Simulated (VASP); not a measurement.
# VASP 6.6.1 run: GaN

INCAR

```
EDIFF = 1E-7
PREC = Accurate
SIGMA = 0.02
ISIF = 2
NELM = 120
ENCUT = 520
ISMEAR = -1
NBANDS = 16
LWAVE = .FALSE.
NSW = 0
NELMIN = 4
METAGGA = TPSS
LCHARG = .FALSE.
IBRION = -1
LREAL = .FALSE.
LASPH = .TRUE.
```

KPOINTS

```
KPOINTS created by Atomic Simulation Environment
0
Gamma
10 10 10
0 0 0
```

POSCAR

```
Ga N
 1.0000000000000000
     0.0000000000000000    2.2489525411000000    2.3164211173000000
     2.2489525411000000    0.0000000000000000    2.3164211173000000
     2.2489525411000000    2.2489525411000000    0.0000000000000000
 Ga  N
   1   1
Cartesian
  0.0000000000000000  0.0000000000000000  0.0000000000000000
  1.1244762705500000  1.1244762705500000  1.1582105586500002
```

The recommended PBE PAW datasets give the neutral cell 18 valence electrons.

Command

```
mpirun -np 1 vasp_std
```

OSZICAR

```
N       E                     dE             d eps       ncg     rms          rms(c)
DAV:   1     0.729903687539E+02    0.72990E+02   -0.94026E+03  3680   0.201E+03
DAV:   2    -0.138344379084E+02   -0.86825E+02   -0.81604E+02  3744   0.330E+02
DAV:   3    -0.194776080610E+02   -0.56432E+01   -0.56169E+01  4064   0.748E+01
DAV:   4    -0.195365391178E+02   -0.58931E-01   -0.58923E-01  3960   0.888E+00
DAV:   5    -0.195372743496E+02   -0.73523E-03   -0.73522E-03  4200   0.892E-01    0.640E+00
DAV:   6    -0.224572158575E+02   -0.29199E+01   -0.57949E+00  3784   0.323E+01    0.408E+00
DAV:   7    -0.219941468451E+02    0.46307E+00   -0.10272E+00  5200   0.134E+01    0.131E+00
DAV:   8    -0.220096377346E+02   -0.15491E-01   -0.27493E-01  3752   0.478E+00    0.929E-01
DAV:   9    -0.220063336106E+02    0.33041E-02   -0.21694E-02  4560   0.254E+00    0.398E-01
DAV:  10    -0.220045751870E+02    0.17584E-02   -0.40997E-03  4224   0.562E-01    0.182E-01
DAV:  11    -0.220045676413E+02    0.75457E-05   -0.10217E-03  4080   0.268E-01    0.251E-02
DAV:  12    -0.220046078083E+02   -0.40167E-04   -0.20066E-04  5040   0.163E-01    0.322E-02
DAV:  13    -0.220045950028E+02    0.12805E-04   -0.52989E-05  4464   0.956E-02    0.858E-03
DAV:  14    -0.220045964716E+02   -0.14688E-05   -0.32340E-06  3896   0.177E-02    0.212E-03
DAV:  15    -0.220045965750E+02   -0.10336E-06   -0.24808E-07  3624   0.544E-03    0.245E-04
DAV:  16    -0.220045966191E+02   -0.44132E-07   -0.23869E-08  1904   0.180E-03
   1 F= -.22004597E+02 E0= -.22004597E+02  d E =-.569901E-13
```

From OUTCAR

```
k-points           NKPTS =    102   k-points in BZ     NKDIM =    102   number of bands    NBANDS=     16

   NELECT =      18.0000    total number of electrons

   dimension x,y,z NGX =    24 NGY =   24 NGZ =   24
   dimension x,y,z NGXF=    48 NGYF=   48 NGZF=   48

  energy-cutoff  :      520.00
  volume of cell :       23.43
      direct lattice vectors                 reciprocal lattice vectors
     0.000000000  2.248952541  2.316421117    -0.222325723  0.222325723  0.215850217
     2.248952541  0.000000000  2.316421117     0.222325723 -0.222325723  0.215850217
     2.248952541  2.248952541  0.000000000     0.222325723  0.222325723 -0.215850217

 k-points in reciprocal lattice and weights: KPOINTS created by Atomic Simulation Env
   0.00000000  0.00000000  0.00000000       0.001
   0.10000000 -0.00000000  0.00000000       0.008
   0.20000000 -0.00000000  0.00000000       0.008
   0.30000000 -0.00000000  0.00000000       0.008
   0.40000000 -0.00000000  0.00000000       0.008
   0.50000000 -0.00000000  0.00000000       0.004
   0.10000000  0.10000000  0.00000000       0.002
   0.20000000  0.10000000  0.00000000       0.008
   ...

 E-fermi :   5.4985

 k-point     1 :       0.0000    0.0000    0.0000
  band No.  band energies     occupation
      1     -11.1737      2.00000
      2      -8.5157      2.00000
      3      -8.4844      2.00000
      4      -8.4844      2.00000
      5      -8.1874      2.00000
      6      -8.1865      2.00000
      7       4.8719      2.00000
      8       5.0117      2.00000
      9       5.0117      2.00000
     10       6.4690      0.00000
     11      15.3761      0.00000
     12      15.3762      0.00000
     13      15.4634      0.00000
     14      22.2113      0.00000
     15      23.0844      0.00000
     16      24.0553      0.00000

 k-point     2 :       0.1000   -0.0000    0.0000
  band No.  band energies     occupation
      1     -11.0663      2.00000
      2      -8.4970      2.00000
      3      -8.4715      2.00000
      4      -8.4529      2.00000
      5      -8.1893      2.00000
      6      -8.1869      2.00000
      7       3.8152      2.00000
      8       4.8101      2.00000
      9       4.9147      2.00000
     10       7.3894      0.00000
     11      14.8407      0.00000
     12      15.5541      0.00000
     13      15.5900      0.00000
     14      21.8702      0.00000
     15      22.5768      0.00000
     16      22.8178      0.00000

 k-point     3 :       0.2000   -0.0000    0.0000
  band No.  band energies     occupation
      1     -10.7929      2.00000
      2      -8.4630      2.00000
      3      -8.4413      2.00000
      4      -8.3060      2.00000
      5      -8.1902      2.00000
      6      -8.1826      2.00000
      7       2.0144      2.00000
      8       4.5362      2.00000
      9       4.6762      2.00000
     10       8.5003      0.00000
     11      13.9867      0.00000
     12      15.7739      0.00000
     13      15.8738      0.00000
     14      20.9698      0.00000
     15      21.7707      0.00000
     16      21.9516      0.00000

 ...

  Total       -0.0567140     -0.0567140     -0.6005961      0.0000000      0.0000000     -0.0000000
  in kB       -3.8778656     -3.8778656    -41.0662432      0.0000000      0.0000000     -0.0000000
  external PRESSURE =     -16.2739915 kB  Pullay stress =       0.0000000 kB

 POSITION                                       TOTAL-FORCE (eV/Angst)
 -----------------------------------------------------------------------------------
      0.00000      0.00000      0.00000         0.000000      0.000000      0.000000
      1.12448      1.12448      1.15821        -0.000000     -0.000000     -0.000000
 -----------------------------------------------------------------------------------
    total drift:                               -0.000029     -0.000029      0.000013

  FREE ENERGIE OF THE ION-ELECTRON SYSTEM (eV)
  ---------------------------------------------------
  free  energy   TOTEN  =       -22.0045966191 eV

  energy  without entropy=      -22.0045966191  energy(sigma->0) =      -22.00459662
```

It converged. Results: gap between bands v and c on the k mesh 1.46 eV; least direct gap on the k mesh 1.46 eV; pressure -1.6 GPa. Band v is the last that the valence electrons fill when counted band by band, and c is the next.

For comparison, a separate PBE run of the intended cell, on usual settings and not on those above, gives a gap of 1.52 eV on its mesh and a pressure of 0.7 GPa.

The run above took about 79 s on one core of a shared host (Intel Xeon Platinum 8488C) and held 0.17 GiB at most.
